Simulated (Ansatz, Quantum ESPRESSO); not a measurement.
# Si (diamond): bulk modulus from a few volumes

How stiff is diamond Si under hydrostatic load? Each row relaxes cell and atoms at a set pressure. The phase is followed to these pressures whether or not it stays the stable one.

Calculated with Ansatz 0.2.0, PBEsol, PAW files of the set soft_1, cutoff 600 eV, Fermi–Dirac smearing 0.02 eV, k-mesh 9×9×9, no spin polarisation, no spin-orbit coupling.

Reference cell, relaxed at zero pressure with PBEsol (Fd-3m): a = 3.8420 Å, b = 3.8420 Å, c = 3.8420 Å, α = 60.00°, β = 60.00°, γ = 60.00°.

```
atom       x       y       z
  Si  0.5000  0.5000  0.5000
  Si  0.7500  0.7500  0.7500
```

| V (Å³/atom) | V/V0 | P (GPa) | E − E0 (meV/atom) |
| --- | --- | --- | --- |
| 21.0167 | 1.0482 | −3.997 | 12.6 |
| 19.1101 | 0.9531 | 4.999 | 14.1 |
| 18.3548 | 0.9154 | 9.998 | 49.0 |
| 17.1815 | 0.8569 | 19.998 | 157.0 |
| 16.2816 | 0.8120 | 29.995 | 296.4 |

V0 = 20.0507 Å³ an atom, where the residual pressure P0 is 0.000 GPa. **Question.** Fit the Birch–Murnaghan law and give the pressure and the energy at V = 17.7235 Å³ an atom, a row left out above.

With the Eulerian strain f = ½[(V0/V)^(2/3) − 1] and F = (P − P0)/[3f(1 + 2f)^(5/2)], the third-order law is the line F = B0 + (3/2) B0 (B′ − 4) f.

| f | F (GPa) |
| --- | --- |
| 0.07446 | 94.91 |
| 0.05422 | 95.04 |
| 0.03034 | 94.79 |
| 0.01627 | 94.51 |
| −0.01544 | 93.32 |

A straight line through the 5 rows: the means are 0.03197 for f and 94.514 for F, Σ(Δx)² = 0.004797 and ΣΔxΔy = 0.08475, so the slope is 0.08475/0.004797 = 17.666 and the intercept 94.514 − (17.666)(0.03197) = 93.949.

Hence B0 = 93.9 GPa and B′ = 4 + (17.7)/(1.5 × 93.9) = 4.13. For the withheld volume f = 0.04286, F = 94.71 GPa and P = 14.96 GPa. The run itself gives 15.00 GPa, so the estimate misses by 0.04 GPa; the fitted rows themselves lie up to 0.11 GPa off the law.

Integrating the same law gives E − E0 = (9/2) B0 V0 f²[1 + (B′ − 4) f] + P0(V0 − V), with 1 GPa Å³ = 6.2415 meV: 97.7 meV an atom. The run itself gives 98.0 meV, so the estimate misses by 0.3 meV; the fitted rows themselves lie up to 0.4 meV off the law.

The same fit over all rows at other levels or in other programs gives B0 = 94 GPa with PBEsol (Quantum ESPRESSO, GBRV).

Measured volume: 20.023 Å³ an atom (doi:10.1107/S0021889875010965, 298.15 K), so V0 is +0.1 % off. A stiffness follows the volume as d ln B/d ln V = −B′, which moves B0 by about +1 % when it is taken at the measured volume.

Measured bulk modulus: 97.6 GPa (arxiv:1007.2730), against 94 GPa here (−4 %).

The calculation is for a static lattice, while measurements hold thermal and zero-point motion.

[Logs are printed without paths, hosts, clocks, repeated set-up lines and the standing remarks that a program may print on its own settings, such as how far it seeks lower states.]
